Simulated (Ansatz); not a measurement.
In:

```
CELL_PARAMETERS angstrom
3.33548 0.00000 0.00000
-1.66774 2.88861 0.00000
0.00000 0.00000 5.50914
ATOMIC_POSITIONS crystal
In 0.66667 0.33333 0.75000
In 0.33333 0.66667 0.25000
```

This isn't the form of In at room conditions, which is tetragonal.

| Quantity | Value |
| --- | --- |
| Program | Ansatz 0.2.0 |
| Task | relaxation of cell and atoms |
| Functional | HSEsol |
| Potentials or basis | Ansatz PAW |
| Cutoff | 420 eV (not typed: the program's choice for these potentials) |
| k mesh | 5 × 5 × 3 |
| Occupations | fermi-dirac, width 0.05 eV |
| Spin | no spin polarisation |

At the start: volume 26.54 Å³/atom.

Where does the relaxation end?

It ends after 5 steps and the volume is 25.44 Å³/atom (-4.1 %); space group P6_3/mmc (No. 194, to 0.05 Å).

The path:
| step | energy change (eV) | largest force (eV/Å) | volume (Å³) |
| --- | --- | --- | --- |
| 1 | 0.0000 | 0.0000 | 53.08 |
| 2 | -0.0131 | 0.0000 | 50.89 |
| 3 | -0.0133 | 0.0000 | 50.87 |
| 4 | -0.0133 | 0.0000 | 50.88 |
| 5 | -0.0128 | 0.0000 | 50.88 |

Final structure:
```cif
data_structure
_symmetry_space_group_name_H-M 'P 1'
_symmetry_Int_Tables_number 1
_cell_length_a 3.2854
_cell_length_b 3.2854
_cell_length_c 5.4431
_cell_angle_alpha 90.000
_cell_angle_beta 90.000
_cell_angle_gamma 120.000
_cell_volume 50.88
loop_
_atom_site_label
_atom_site_type_symbol
_atom_site_fract_x
_atom_site_fract_y
_atom_site_fract_z
_atom_site_occupancy
In1 In 0.66667 0.33333 0.75000 1
In2 In 0.33333 0.66667 0.25000 1
```

Caveat: the k mesh is coarse (spacing up to 0.44 Å⁻¹), so the values aren't converged, least of all with exact exchange; the plane-wave basis is chosen anew once the cell has moved, so the energies of steps on either side of that aren't comparable; the PAW data sets come from PBE, with cores solved anew for the run's functional, which leaves a small shift of forces and pressure.
